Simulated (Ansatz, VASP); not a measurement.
# Two plane-wave programs on BAs

Contents of INCAR:

```
PREC = Accurate
ENCUT = 520
EDIFF = 1E-7
ISMEAR = 0
SIGMA = 0.05
LREAL = F
LASPH = T
NELM = 60
ALGO = Normal
ISIF = 2
LWAVE = F
LCHARG = F
GGA = PE
NBANDS = 11
```

Contents of KPOINTS:

```
regular mesh
0
Gamma
  10 10 10
```

Contents of POSCAR:

```
BAs
1.0
    0.0000000000      2.5005876081      2.3082347151
    2.5005876081      0.0000000000      2.3082347151
    2.5005876081      2.5005876081      0.0000000000
B As
1 1
Direct
    0.0000000000      0.0000000000      0.0000000000
    0.7500000000      0.7500000000      0.7500000000
```

Input for Ansatz:

```yaml
crystal:
  lattice:
    - [0.0, 2.5005876081, 2.3082347151]
    - [2.5005876081, 0.0, 2.3082347151]
    - [2.5005876081, 2.5005876081, 0.0]
  atoms:
    - { symbol: B, position: [0.0, 0.0, 0.0] }
    - { symbol: As, position: [0.75, 0.75, 0.75] }
basis:
  ecutwfc: 420
kpoints:
  mp_grid: { grid: [10, 10, 10] }
hamiltonian:
  xc: pbe
scf:
  occupations: { method: gaussian, width: 0.05 }
output:
  forces: true
  stress: true
  eigenvalues: true
```

Change from the starting cell: strain +0.040 along x and y, -0.040 along z, atoms carried along.

Alike in both runs: task single point; functional PBE; k mesh 10 × 10 × 10; occupations gaussian, width 0.05 eV; no spin polarisation.

```csv
,VASP,Ansatz
version,VASP 6.6.1,Ansatz 0.2.0
potentials or method,"VASP PAW PBE potentials, release 64 (B, As)","scalar-relativistic, plane waves, PAW"
plane-wave cutoff (eV),520,420
valence electrons in the cell,8,18
```

```tsv
	VASP	Ansatz	Ansatz less VASP
gap on the k mesh at the Fermi level (eV)	0.12	0.13	+0.007
least direct gap on the mesh (eV)	2.44	2.45	+0.004
pressure (GPa)	-4.1	-4.6	-0.49
largest component of the traceless stress (GPa)	9.21	9.25	+0.040
```

With one functional, cell and mesh, what is left measures potentials, basis and numerics. The two sets of potentials don't hold the same shells in valence.
